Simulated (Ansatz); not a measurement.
## Eigenvalues along a path: Bi (omega type)

```xyz
3
Lattice="4.2157 0.0000 0.0000 -2.1079 3.6509 0.0000 0.0000 0.0000 2.5008" Properties=species:S:1:pos:R:3 pbc="T T T"
Bi    0.0000    0.0000    0.0000
Bi    0.0000    2.4340    1.2504
Bi    2.1079    1.2170    1.2504
```

The cell comes from a relaxation on PAW files under the same functional, begun from a prototype that needn't be the stable phase.

All numbers are PBE results (scalar-relativistic) from Ansatz 0.2.0, with a Γ-centred 7×7×10 k mesh, Fermi–Dirac smearing of 0.1 eV, no spin polarisation. Methods: LAPW: all electrons, basis error target 1 meV/atom.

This run: volume at 0.4 of the series' base cell.

Spin–orbit coupling is left out, which matters for the heavy atoms.

Path points, in fractions of the reciprocal vectors: Γ (0.000, 0.000, 0.000), M (0.500, 0.000, 0.000), K (0.333, 0.333, 0.000), A (0.000, 0.000, 0.500), L (0.500, 0.000, 0.500), H (0.333, 0.333, 0.500). Levels in eV from the Fermi level; bands 61 to 78, counted from the lowest band of the run. The gap is zero, the pressure 396.7 GPa.

```
# k(1/Å) point b61 b62 b63 b64 b65 b66 b67 b68 b69 b70 b71 b72 b73 b74 b75 b76 b77 b78
0.000 Γ -25.84 -25.13 -24.85 -24.85 -11.85 -11.48 -8.83 -8.83 -8.70 -8.70 0.97 6.79 8.34 8.34 9.20 9.68 9.68 14.93
0.215 - -25.74 -24.93 -24.89 -24.87 -13.33 -12.21 -10.72 -8.81 -6.54 -5.80 1.31 6.53 7.54 7.81 9.03 10.20 10.34 13.05
0.430 - -25.37 -25.09 -24.91 -24.15 -16.16 -12.74 -12.30 -6.82 -4.13 -2.42 2.28 5.29 5.97 7.64 8.38 8.86 10.34 10.46
0.645 - -25.15 -24.99 -24.96 -22.87 -18.80 -13.36 -13.02 -4.07 -1.60 0.63 2.78 3.36 3.79 7.12 7.85 7.99 8.18 9.79
0.860 M -25.13 -24.99 -24.83 -21.09 -21.03 -13.74 -13.11 -0.84 -0.76 0.94 0.99 2.08 5.66 5.81 6.84 7.74 8.16 9.36
0.985 - -25.11 -24.99 -24.86 -21.03 -20.96 -15.26 -11.47 -1.56 -1.50 1.65 1.70 2.19 5.72 5.87 6.92 7.69 8.07 9.17
1.109 - -25.08 -24.99 -24.94 -20.83 -20.74 -16.92 -9.45 -2.73 -2.71 2.51 2.77 2.78 5.92 6.06 7.13 7.62 7.83 8.63
1.233 - -25.06 -25.04 -24.99 -20.46 -20.36 -18.45 -7.32 -3.94 -3.93 3.04 3.57 3.65 6.25 6.38 7.20 7.65 7.75 7.80
1.357 K -25.16 -25.01 -25.01 -19.90 -19.90 -19.73 -5.16 -5.07 -5.07 3.68 3.68 3.80 6.72 6.72 6.90 7.15 7.76 7.76
1.606 - -25.19 -25.10 -24.96 -22.17 -18.22 -18.11 -7.24 -7.10 -0.52 1.43 1.52 4.59 5.30 7.17 7.73 8.10 8.20 8.21
1.854 - -25.44 -25.13 -24.92 -23.83 -15.89 -15.84 -8.87 -8.66 -2.10 -1.97 2.69 3.79 6.48 7.69 8.15 8.82 9.50 10.10
2.103 - -25.71 -24.95 -24.87 -24.81 -13.29 -13.20 -9.76 -9.56 -5.67 -5.61 1.42 6.35 7.47 7.71 8.97 10.04 10.49 12.67
2.351 Γ -25.84 -25.13 -24.85 -24.85 -11.85 -11.48 -8.83 -8.83 -8.70 -8.70 0.97 6.79 8.34 8.34 9.20 9.68 9.68 14.93
2.665 - -25.61 -24.95 -24.95 -24.64 -11.64 -11.18 -8.39 -8.39 -8.15 -8.15 -1.86 7.12 8.17 8.17 8.23 8.23 11.66 11.77
2.979 - -25.33 -25.08 -25.08 -23.02 -11.05 -10.21 -7.25 -7.25 -6.66 -6.66 -6.34 5.52 5.60 5.64 5.64 5.66 5.66 8.10
3.293 - -25.12 -25.12 -24.99 -20.20 -12.33 -8.29 -8.00 -5.91 -5.91 -4.61 -4.61 -0.27 -0.17 2.50 2.50 3.38 3.38 9.58
3.607 A -25.11 -24.90 -24.52 -16.89 -15.98 -5.75 -5.71 -5.23 -5.23 -4.29 -4.17 -3.16 -3.16 0.67 0.67 2.41 2.41 10.68
3.822 - -25.11 -24.81 -24.54 -16.72 -15.73 -7.30 -6.28 -5.98 -5.85 -5.49 -3.18 -2.19 -1.27 1.12 1.62 2.57 3.11 10.58
4.037 - -25.12 -24.65 -24.59 -16.18 -15.00 -9.71 -8.38 -6.55 -6.45 -6.01 -3.22 0.09 1.02 2.15 3.01 3.98 4.83 10.28
4.253 - -25.13 -24.66 -24.55 -15.25 -13.83 -11.88 -10.40 -7.06 -6.80 -6.43 -3.25 2.17 3.02 3.13 3.55 6.72 6.88 9.69
4.468 L -24.97 -24.74 -24.52 -14.19 -13.37 -12.54 -11.97 -7.24 -6.93 -6.58 -3.27 3.23 3.55 3.83 3.96 7.46 8.52 9.13
4.592 - -24.91 -24.74 -24.52 -14.10 -13.32 -12.44 -11.93 -8.42 -7.73 -5.01 -2.74 2.96 3.26 3.67 3.69 7.68 8.97 9.31
4.716 - -24.80 -24.74 -24.52 -13.80 -13.17 -12.13 -11.78 -9.96 -8.76 -3.24 -1.57 2.27 2.61 2.94 3.37 8.22 9.67 10.07
4.840 - -24.73 -24.71 -24.52 -13.32 -12.91 -11.64 -11.54 -11.36 -9.92 -1.56 -0.23 1.44 1.89 1.99 3.02 8.91 9.88 11.05
4.964 H -24.71 -24.71 -24.52 -12.74 -12.54 -12.54 -11.25 -11.00 -11.00 -0.61 0.99 0.99 1.21 1.21 2.83 9.58 9.58 11.54
5.213 - -24.98 -24.64 -24.53 -14.61 -13.11 -11.41 -10.91 -10.10 -9.42 -2.14 -0.89 0.13 1.48 3.41 3.89 7.63 8.77 10.11
5.461 - -25.22 -24.60 -24.59 -15.93 -14.68 -9.74 -8.79 -8.50 -7.69 -3.86 -2.33 -0.70 0.79 3.48 3.70 4.50 5.29 10.07
5.710 - -25.13 -24.78 -24.55 -16.66 -15.65 -7.50 -6.67 -6.38 -6.24 -5.01 -3.07 -2.00 -0.99 1.48 1.75 2.67 3.29 10.54
5.958 A -25.11 -24.90 -24.52 -16.89 -15.98 -5.75 -5.71 -5.23 -5.23 -4.29 -4.17 -3.16 -3.16 0.67 0.67 2.41 2.41 10.68
```
